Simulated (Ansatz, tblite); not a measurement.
PbO: GFN2-xTB, run from Python

These are simulated results from tblite 0.8.0, not measurements. The cell was built from a prototype and was relaxed with r2SCAN in plane waves (Ansatz 0.2.0). Not every such cell is a known phase. All runs are without spin polarisation.

It is cubic, F-43m (No. 216); conventional cell a = 5.598 Å, 21.92 Å³ an atom. Pb has 4 O at 2.42 Å; O has 4 Pb at 2.42 Å.

tblite solves periodic systems at the zone centre alone, so the script builds a cluster of 2×2×2 conventional cells (64 atoms), which folds in a coarse mesh of k points.

The script, run.py:

```python
import json
from ase import Atoms
from ase.build import make_supercell
from ase.units import Bohr, GPa, Hartree
from tblite.interface import Calculator

atoms = Atoms(['Pb', 'O'],
              cell=[[0.0, 2.79877681, 2.79877681], [2.79877681, 0.0, 2.79877681], [2.79877681, 2.79877681, 0.0]],
              scaled_positions=[[0.0, 0.0, 0.0], [0.25, 0.25, 0.25]],
              pbc=True)
cluster = make_supercell(atoms, [[-2, 2, 2], [-2, -2, 2], [2, -2, 2]])
calc = Calculator('GFN2-xTB', cluster.numbers, cluster.positions / Bohr, lattice=cluster.cell[:] / Bohr, periodic=cluster.pbc)
calc.set('temperature', 0.02 / Hartree)
calc.set('max-iter', 150)
res = calc.singlepoint()
levels = res.get('orbital-energies') * Hartree
nv = round(res.get('orbital-occupations').sum() / 2)
cells = len(cluster) // len(atoms)
out = {'energy_per_cell': res.get('energy') * Hartree / cells, 'homo': levels[nv - 1], 'lumo': levels[nv],
       'stress': (-res.get('virial') * Hartree / cluster.get_volume() / GPa).tolist(), 'charges': res.get('charges')[:len(atoms)].tolist(), 'electrons': 2 * nv / cells}
json.dump(out, open('results.json', 'w'))
for key, value in out.items():
    print(key, value)
```

Command: `python run.py`. It took 3.3 s on 1 thread of Arm Neoverse V1, with other jobs on the host, peak memory 0.1 GiB.

Output:

```
------------------------------------------------------------
  cycle        total energy    energy error   density error
------------------------------------------------------------
      1     -196.5008490610  -1.9659975E+02   4.6144258E-01
      2     -204.9419579170  -8.4411089E+00   5.2003460E-02
      3     -205.0214125522  -7.9454635E-02   3.4987885E-02
      4     -204.9709357052   5.0476847E-02   3.5015217E-02
      5     -205.0351115440  -6.4175839E-02   4.8299835E-03
      6     -205.0363210854  -1.2095414E-03   3.9792191E-04
      7     -205.0363293760  -8.2905696E-06   2.4410082E-05
      8     -205.0363294041  -2.8119757E-08   6.7382914E-06
------------------------------------------------------------

 total:                                   2.625 sec
energy_per_cell -174.35383463854683
homo -12.29329812826786
lumo -10.747213717904225
stress [[4.043937919792628, -2.288758577546478e-06, 2.288758566633731e-06], [-2.2887585775858838e-06, 4.043937919792603, 2.2887585762970507e-06], [2.288758566665141e-06, 2.2887585763075827e-06, 4.043937919792699]]
charges [0.531438840951874, -0.5314296018273548]
electrons 10.0
```

The cycle table is in hartree for the whole cluster, and the lines after it are in eV (the energy for one cell). The printed stress is in GPa and positive in compression, and the pressure is its mean diagonal.

GFN2-xTB gives a gap of 1.55 eV. On the same cell, plane-wave PBE (Ansatz, 8×8×8 k points and the special points) gives a gap of 0.43 eV and r2SCAN a gap of 0.62 eV; on shared hosts these took about 2.8 and 5.9 core-seconds on the 2-atom cell, against 3.3 for the script. Spin-orbit coupling, left out in all these runs, can cut or reorder the gap by tenths of an eV, up to about 1 eV with Pb or Bi. xTB was fitted to molecules, so gaps, charges and pressures of solids can be far off, and the gap also depends on the size of the cluster.

The same script was run on cells scaled at fixed shape and fractional coordinates:

| volume (Å³/atom) | energy (meV/atom) | pressure (GPa, positive in compression) | gap (eV) |
| --- | --- | --- | --- |
| 19.29 | 132.6 | 13.89 | 1.39 |
| 20.61 | 46.5 | 7.40 | 1.48 |
| 21.92 | 0.0 | 4.04 | 1.55 |
| 23.24 | -7.8 | -1.23 | 1.58 |
| 24.55 | 22.2 | -5.10 | 1.60 |

A Birch-Murnaghan fit puts the minimum at 22.83 Å³/atom, 4.1 % above the given cell, with a bulk modulus of 80.5 GPa at fixed shape.

xTB was fitted mostly to molecules, and a small cluster samples few k points, so gaps, pressures and kinks along a curve can be far from a solid's.

Spin-orbit coupling is left out; in compounds of Pb, Bi, Tl or Hg it can lower a gap by up to about 1 eV, split its edges or invert the bands.
